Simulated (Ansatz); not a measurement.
# SiNi: the order of phases at one pressure

Aim: bring SiNi in several structures (rocksalt, CsCl, WC, NiAs, zincblende) to one pressure and rank them by enthalpy. The pressure is set by scaling the first phase. Methods of the runs shown: LAPW. Companion runs by PAW are cited.

Program: Ansatz 0.2.0. Level of theory: DFT, PBE, all-electron LAPW, scalar-relativistic. These are calculated values, not measurements.

### Step 1. The starting structure

The structure is cubic, space group Fm-3m (No. 225). The conventional cell has a = 4.627 Å, b = 4.627 Å, c = 4.627 Å, α = 90.00°, β = 90.00°, γ = 90.00°. Around Ni (site symmetry m-3m) lie 6 Si at 2.31 Å. Around Si (site symmetry m-3m) lie 6 Ni at 2.31 Å.

Structure file:

```
CELL_PARAMETERS angstrom
0.00000 2.31358 2.31358
2.31358 0.00000 2.31358
2.31358 2.31358 0.00000
ATOMIC_POSITIONS crystal
Ni 0.00000 0.00000 0.00000
Si 0.50000 0.50000 0.50000
```

Atoms are numbered in the order of the input: Ni1, Si2.

### Step 2. Rocksalt relaxed under pressure, LAPW

The input, input.yaml:

```yaml
crystal:
  lattice:
    - [0.0, 2.3135812986, 2.3135812986]
    - [2.3135812986, 0.0, 2.3135812986]
    - [2.3135812986, 2.3135812986, 0.0]
  atoms:
    - { symbol: Ni, position: [0.0, 0.0, 0.0] }
    - { symbol: Si, position: [0.5, 0.5, 0.5] }
kpoints:
  mp_grid: { grid: [15, 15, 15] }
scf:
  occupations: { method: fermi_dirac, width: 0.05 }
hamiltonian:
  xc: pbe
  pseudopotentials: { kind: all_electron, lapw: { basis_error: 0.0005 } }
output:
  forces: true
  stress: true
  eigenvalues: true
relax:
  f_tol: 0.005
  max_steps: 12
  cell: { p_target: 12.0, stress_tol: 0.03 }
```

Started as:

```sh
$ ansatz run input.yaml --threads 1 --pin off --max-ram 3584MiB --backend cpu --events-out ev --progress --plain --runs-dir out
```

The runs that follow: CsCl relaxed under pressure, LAPW; WC relaxed under pressure, LAPW; NiAs at the cell that PAW relaxed, LAPW; Zincblende relaxed under pressure, LAPW.

What does the calculation give? Wanted: pressure; lowest (for each run or level that gives them).

**Answer**, as computed:

| quantity | value |
| --- | --- |
| pressure | 12 GPa |
| lowest (LAPW) | NiAs, 14.2 meV/atom under WC |
| lowest (PAW) | NiAs, 15.0 meV/atom under WC |

What this shows: By LAPW the order is NiAs < WC < CsCl < rocksalt < zincblende. By PAW the order is NiAs < WC < CsCl < rocksalt < zincblende. The methods agree on the lowest phase. Only these structures were tried, with electrons smeared by 0.05 eV and without vibrations, so the true ground state may be another. The k meshes differ between phases and weren't tested, which can move differences by some meV. Spin polarisation is left out here, though a magnetic state may lie well lower.
